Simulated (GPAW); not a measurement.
# CoO (I4/mmm) in GPAW: single point with LDA+U

Aim: the single point of CoO with LDA+U.

Program: GPAW 26.7.0. These are calculated values, not measurements. Logs are shortened: lines on timing, memory, paths and dates and some standing lists are left out, and cuts for length are marked. The log counts tension as positive stress, the text compression.

**1. The crystal as given**

It takes space group I4/mmm (No. 139, tetragonal). The conventional cell has a = 3.016 Å, b = 3.016 Å, c = 4.215 Å, α = 90.00°, β = 90.00°, γ = 90.00°. Co (site symmetry 4/mmm) is surrounded by 6 O at 2.11 to 2.13 Å. O (site symmetry 4/mmm) is surrounded by 6 Co at 2.11 to 2.13 Å.

**2. Single point, LDA+U, collinear spin, random start**

run.py reads:

```python
from ase import Atoms
from ase.dft.bandgap import bandgap
from ase.io import write
from ase.units import GPa
from gpaw import GPAW, PW

atoms = Atoms(['Co', 'O'],
              cell=[[-1.50800044, 1.50800044, 2.10725036],
                    [1.50800044, -1.50800044, 2.10725036],
                    [1.50800044, 1.50800044, -2.10725036]],
              scaled_positions=[[0.0, 0.0, 0.0],
                                [0.5, 0.5, 0.0]],
              pbc=True)
atoms.set_initial_magnetic_moments([-1.42, 0.0])

calc = GPAW(mode=PW(800),
            xc='LDA',
            kpts={'size': (9, 9, 9), 'gamma': True},
            occupations={'name': 'methfessel-paxton', 'order': 0, 'width': 0.05},
            setups={'Co': ':d,7.0'},
            nbands=17,
            convergence={'density': 1e-05, 'energy': 1e-05},
            maxiter=150,
            txt='gpaw.txt')
atoms.calc = calc
energy = atoms.get_potential_energy()
forces = atoms.get_forces()
stress = atoms.get_stress()
calc.write('gs.gpw')
write('result.traj', atoms)
print(f'Energy: {energy:.6f} eV')
print('Forces (eV/A):')
print(forces.round(4))
print('Stress (GPa):', (stress / GPa).round(3))
print('Moments:', calc.get_magnetic_moments().round(3))
print('Fermi level:', round(calc.get_fermi_level(), 4), 'eV')
print(f'Gap: {bandgap(calc)[0]:.4f} eV, direct: {bandgap(calc, direct=True)[0]:.4f} eV')
```

Potentials or basis: the program's PAW data sets (release 1.2.1) made for this functional, pw.

Run with:

```bash
$ OMP_NUM_THREADS=1 python run.py
```

gpaw.txt:

```text
__  _  _
 | _ |_)|_||  |
 |__||  | ||/\| - 26.7.0

Input parameters:
  mode=PW(ecut=800.0),
  convergence={'density': 1e-05, 'energy': 1e-05},
  kpts=MonkhorstPack(size=(9, 9, 9), gamma=True),
  maxiter=150,
  nbands=17,
  occupations=Occupations(name='methfessel-paxton', order=0, width=0.05),
  setups={'Co': ':d,7.0'},
  xc=XC(name='LDA')

Diagonalizing LCAO Hamiltonian
Converting LCAO to pw mode

       O

       Co

Atoms  # Å, Bohr magnetons
|   | symbol |        x |        y |        z |    initial magnetic moments |
|---|--------|----------|----------|----------|-----------------------------|
| 0 |     Co | 0.000000 | 0.000000 | 0.000000 | ( 0.0000,  0.0000, -1.4200) |
| 1 |      O | 0.000000 | 0.000000 | 2.107250 | ( 0.0000,  0.0000,  0.0000) |

Unit cell  # Å
| periodic |         x |         y |         z |  lengths |     angles |
|----------|-----------|-----------|-----------|----------|------------|
|      yes | -1.508000 |  1.508000 |  2.107250 | 2.998105 | 119.604700 |
|      yes |  1.508000 | -1.508000 |  2.107250 | 2.998105 | 119.604700 |
|      yes |  1.508000 |  1.508000 | -2.107250 | 2.998105 |  90.686055 |

Number of symmetries: 16
Symmetry operations  # r_c * U_cc + t_c -> r_c
|    | kind |            matrix            |
|----|------|------------------------------|
|  0 |  σ   |  1, 1, 1,  0, 0,-1,  0,-1, 0 |
|  1 |  C4  |  1, 1, 1,  0, 0,-1, -1, 0, 0 |
|  2 |  E   |  1, 0, 0,  0, 1, 0,  0, 0, 1 |
|  3 |  σ   |  1, 0, 0,  0, 1, 0, -1,-1,-1 |
|  4 |  σ   |  0, 1, 0,  1, 0, 0,  0, 0, 1 |
|  5 |  C2  |  0, 1, 0,  1, 0, 0, -1,-1,-1 |
|  6 |  C2  |  0, 0, 1, -1,-1,-1,  1, 0, 0 |
|  7 |  S4  |  0, 0, 1, -1,-1,-1,  0, 1, 0 |
|  8 |  C4  |  0, 0,-1,  1, 1, 1,  0,-1, 0 |
|  9 |  σ   |  0, 0,-1,  1, 1, 1, -1, 0, 0 |
| 10 |  σ   |  0,-1, 0, -1, 0, 0,  1, 1, 1 |
| 11 |  C2  |  0,-1, 0, -1, 0, 0,  0, 0,-1 |
| 12 |  C2  | -1, 0, 0,  0,-1, 0,  1, 1, 1 |
| 13 |  i   | -1, 0, 0,  0,-1, 0,  0, 0,-1 |
| 14 |  S4  | -1,-1,-1,  0, 0, 1,  1, 0, 0 |
| 15 |  C2  | -1,-1,-1,  0, 0, 1,  0, 1, 0 |

BZ-sampling:
  Number of BZ points: 729
  Number of IBZ points: 75

  Monkhorst-Pack size: [9, 9, 9]
  Monkhorst-Pack shift: [0, 0, 0]

K-points  # in reciprocal-cell coordinates
|     |                                coordinates |     weight |
|-----|--------------------------------------------|------------|
|   0 | (  0.00000000,   0.00000000,   0.00000000) | 0.00137174 |
|   1 | (  0.11111111,  -0.11111111,   0.00000000) | 0.00548697 |
|   2 | (  0.11111111,  -0.11111111,   0.11111111) | 0.00548697 |
|   3 | (  0.11111111,   0.00000000,   0.00000000) | 0.01097394 |
|   4 | (  0.11111111,   0.11111111,  -0.11111111) | 0.00274348 |
|   5 | (  0.22222222,  -0.22222222,   0.00000000) | 0.00548697 |
|   6 | (  0.22222222,  -0.22222222,   0.11111111) | 0.01097394 |
|   7 | (  0.22222222,  -0.22222222,   0.22222222) | 0.00548697 |
|   8 | (  0.22222222,  -0.11111111,   0.00000000) | 0.02194787 |
|   9 | (  0.22222222,  -0.11111111,   0.11111111) | 0.01097394 |
| ... |                                            |            |
|  74 | (  0.44444444,   0.44444444,   0.44444444) | 0.01097394 |

Plane wave coefficients: 998
Cutoff: 800.0 eV

Spin-components: 2 (collinear spins)
Bands:           17
Projectors:      11
Spin-degeneracy: 1
Datatype:        complex128

Parallelization:
  kpt:    1
  domain: 1
  band:   1

Density:
  Valence electrons: 15.0
  Components: 2
  Grid points: [20 20 20]
  Charge: 0.0  # |e|

Potential:
  Grid points: [20 20 20]

species:
  Co:
    name:    Cobalt
    Z:       27.0
    valence: 9
    core:    18
    charge:  0.0  # [|e|]
    Hubbard: {U: 7.0,  # eV
              l: 2,
              scale: True}
    compensation charges:
      type: gauss
      rc: 0.32  # [Å]
      lmax: 2
    cutoffs:
      filter: 1.87  # [Å]
      core: 2.55  # [Å]
    projectors
    | kind |    occ | energy [eV] | rcut [Å] |
    |------|--------|-------------|----------|
    |   4s |  2.000 |      -5.672 |    1.005 |
    |   4p |  0.000 |      -1.387 |    1.058 |
    |   3d |  7.000 |      -8.461 |    1.005 |
    |    s |        |      21.539 |    1.005 |
    |    p |        |      25.825 |    1.058 |
    |    d |        |      18.750 |    1.005 |

    Using partial waves for Co as LCAO basis

  O:
    name:    Oxygen
    Z:       8.0
    valence: 6
    core:    2
    charge:  0.0  # [|e|]
    compensation charges:
      type: gauss
      rc: 0.21  # [Å]
      lmax: 2
    cutoffs:
      filter: 1.17  # [Å]
      core: 0.83  # [Å]
    projectors
    | kind |    occ | energy [eV] | rcut [Å] |
    |------|--------|-------------|----------|
    |   2s |  2.000 |     -23.752 |    0.688 |
    |   2p |  4.000 |      -9.195 |    0.598 |
    |    s |        |       3.459 |    0.688 |
    |    p |        |      18.016 |    0.598 |
    |    d |        |       0.000 |    0.619 |

    Using partial waves for O as LCAO basis

Reference energy: -39866.174772  # eV

eigensolver:
  PPCG
  Converge bands: occupied
  niter=2

density mixing:
  MSR1-Mixer
  Pratt-step length: 0.05
  Maximum mixing coefficient: 0.75
  Old densities: 10
  SVD Regularization: 0.005
  Good broyden scale: 1.0
  Trust region scale: 1.0
  Backstep threshold: 4.0
  History deletion threshold: 6.0
  Fourier metric: weight=20.0, sigma=0.015

occupation numbers:
  Methfessel-Paxton:
    width: 0.0500  # eV
    order: 0

poisson solver:
  ecut: 6400.0  # eV

xc functional:
  name: None

convergence criteria:
- Maximum integral of absolute [dens]ity change: 1e-05 electrons / valence electron
- Maximum [total energy] change in last 3 cyles: 1e-05 eV / valence electron
- Maximum integral of absolute [eigenst]ate change: 4e-08 eV^2 / valence electron
maximum number of iterations: 150

SCF iterations
|iter     | |      energy | eigst |  dens |  magmom |
|---------|-|-------------|-------|-------|---------|
|iter:   1| |  -11.433184 | +0.01 |       |  -1.4210|
|iter:   2| |  -11.465346 | -2.08 | -0.69 |  -1.4999|
|iter:   3| |  -13.446478 | -1.75 | -0.72 |  -2.5475|
|iter:   4| |  -13.849613 | -1.35 | -1.08 |  -2.8771|
|iter:   5| |  -13.936832 | -2.52 | -1.49 |  -2.9855|
|iter:   6| |  -13.997124 | -2.71 | -1.71 |  -3.0360|
|iter:   7| |  -14.004634 | -4.19 | -2.24 |  -3.0045|
|iter:   8| |  -14.005417 | -4.50 | -2.68 |  -3.0002|
|iter:   9| |  -14.005454 | -6.17 | -3.33 |  -3.0000|
|iter:  10| |  -14.005456c| -7.06 | -3.96 |  -3.0000|
|iter:  11| |  -14.005456c| -7.75c| -4.83 |  -3.0000|
|iter:  12| |  -14.005456c| -8.73c| -5.34c|  -3.0000|

Converged in 12 steps
Energy contributions relative to reference atoms: (reference = -39866.174772)

Energy contributions:
  Kinetic:          36.731659
  Coulomb:         -31.381189
  Zero:              0.054798
  External:          0.000000
  Xc:              -19.409660
  Entropy:          -0.002125
  Spinorbit:         0.000000
  ----------------------------
  Free energy:     -14.006518
  Extrapolated:    -14.005456

dipole moment: (-8.246181, -8.246181, 0.270745)  # |e|*Ang

Total magnetic moment: (0.000000, 0.000000, -3.000000)

Local magnetic moments
|        x |        y |         z |
|----------|----------|-----------|
| 0.000000 | 0.000000 | -2.779867 |  # Co   0
| 0.000000 | 0.000000 | -0.140844 |  # O    1

Fermi level: 8.800
Eigenvalues  # (at kpt = [0.000, 0.000, 0.000])
| band index |      eig [eV] | occ [0-1] |      eig [eV] | occ [0-1] |
|------------|---------------|-----------|---------------|-----------|
|          0 |       -10.920 |     1.000 |       -11.247 |     1.000 |
|          1 |         4.453 |     1.000 |         1.080 |     1.000 |
|          2 |         5.974 |     1.000 |         1.529 |     1.000 |
|          3 |         6.081 |     1.000 |         1.529 |     1.000 |
|          4 |         6.081 |     1.000 |         1.611 |     1.000 |
|          5 |         7.680 |     1.000 |         2.487 |     1.000 |
[... 9 lines left out ...]
|         15 |        30.485 |     0.000 |        29.614 |     0.000 |
|         16 |        30.811 |     0.000 |        29.780 |     0.000 |

No gap
No difference between direct/indirect transitions

Forces  # eV/Ang
|        x |        y |        z |
|----------|----------|----------|
|  0.00000 |  0.00000 | -0.00000 |  # Co   0
| -0.00000 | -0.00000 | -0.00000 |  # O    1

Stress tensor  # eV/Ang^3
|        x |        y |        z |
|----------|----------|----------|
| 0.055977 | 0.000000 | 0.000000 |
| 0.000000 | 0.055977 | 0.000000 |
| 0.000000 | 0.000000 | 0.099825 |

# Writing to gs.gpw (mode='')
```

Run time: 46 s. Hardware: 1 thread of Arm Neoverse V1, shared host; peak memory 0.19 GiB.

Results:

- Free energy: -14.0065 eV
- Pressure: -11.3 GPa
- Band gap on the k mesh: none (metal or under the smearing width)
- Net moment: -3.00 μB per cell
- Site moments: Co -2.78; O -0.14 μB

Caveat: a cell with one magnetic atom can't hold antiferromagnetic order, which such compounds often take.
